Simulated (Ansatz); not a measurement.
# AlNi3: uniaxial strain along a

The task here is to estimate one member of a computed series from the others.

Method: DFT PBE, scalar-relativistic, plane waves, PAW, in Ansatz 0.2.0.

### The structure to begin with

It takes space group Pm-3m (No. 221, cubic). The conventional cell has a = 3.567 Å, b = 3.567 Å, c = 3.567 Å, α = 90.00°, β = 90.00°, γ = 90.00°. Around Al (site symmetry m-3m) lie 12 Ni at 2.52 Å. Around Ni (site symmetry 4/mmm) lie 4 Al at 2.52 Å and 8 Ni at 2.52 Å.

As a file:

```
CELL_PARAMETERS angstrom
3.56668 0.00000 0.00000
0.00000 3.56668 0.00000
0.00000 0.00000 3.56668
ATOMIC_POSITIONS crystal
Al 0.00000 0.00000 0.00000
Ni 0.00000 0.50000 0.50000
Ni 0.50000 0.00000 0.50000
Ni 0.50000 0.50000 0.00000
```

It goes back to an entry of the Materials Project, which need not be the stable form.

It is the result of an earlier relaxation at this level (volume 11.34 Å³/atom; gap on the mesh: none (metal), site moments up to 0.3 μB).

The unstrained cell was computed beforehand with the same settings: E(σ→0) = -18058.3914 eV for 4 atoms, gap none (metal).

The first run:

input.yaml

```yaml
crystal:
  lattice:
    - [3.5310121056, 0.0, 0.0]
    - [0.0, 3.5755955918, 0.0]
    - [0.0, 0.0, 3.5755955918]
  atoms:
    - { symbol: Al, position: [0.0, 0.0, 0.0] }
    - { symbol: Ni, position: [0.0, 0.5, 0.5], spin: 0.3 }
    - { symbol: Ni, position: [0.5, 0.0, 0.5], spin: 0.3 }
    - { symbol: Ni, position: [0.5, 0.5, 0.0], spin: 0.3 }
basis:
  ecutwfc: 420
kpoints:
  mp_grid: { grid: [14, 14, 14] }
hamiltonian:
  xc: pbe
scf:
  occupations: { method: gaussian, width: 0.1 }
output:
  forces: true
  stress: true
  eigenvalues: true
  populations: true
  write_density: true
  write_potential: true
  elf: true
  volumetric_format: npy
magnetization:
  spin_polarized: true
relax:
  adjacent_minimum: "off"
  f_tol: 0.008
  max_steps: 40
  cell: { stress_tol: 0.015, fix: [a, angles] }
```

On the command line:

```bash
$ ansatz run input.yaml --threads 1 --pin off --max-ram 2560MiB --backend cpu --events-out ev --progress --plain --runs-dir out
```

Among the steps run: Strain -1.0 %; The cell strained by +1.0 %; At -2.0 %; The cell strained by +2.0 %; Strain -3.0 %; The cell strained by +3.0 %.

One table of the session follows, with a row left open; its other results are not shown here.

Lengths are those of the vectors of the cell that was run; stresses in GPa:

```
strain (%)  ΔE (meV/atom)  a (Å)  b (Å)  c (Å)  moment (μB/cell)
      -3.0            4.1  3.460  3.610  3.610              0.72
      -2.0              ?      ?      ?      ?                 ?
      -1.0            0.5  3.531  3.581  3.581              0.74
      +0.0            0.0  3.567  3.567  3.567              0.74
      +1.0            0.5  3.602  3.554  3.554              0.74
      +2.0            2.0  3.638  3.541  3.541              0.73
      +3.0            4.5  3.674  3.529  3.529              0.73
```

Q: Estimate the row for strain (%) = -2.0 from the others.

Worked estimate for «ΔE (meV/atom)». A straight line through the neighbours (-3.0, 4.1) and (-1.0, 0.5) gives 4.1 + (0.5 − 4.1) × (-2.0 + 3.0) / (-1.0 + 3.0) = 2.3; a parabola fitted to 3 rows on both sides gives 1.9.

The run gave: ΔE (meV/atom): 1.9; a (Å): 3.495; b (Å): 3.595; c (Å): 3.595; moment (μB/cell): 0.73. In «ΔE (meV/atom)» the line misses by +0.4 and the parabola by 0.0.

ΔE is over the unstrained cell. Stress in GPa, positive in compression, on the Cartesian axes of the input. 
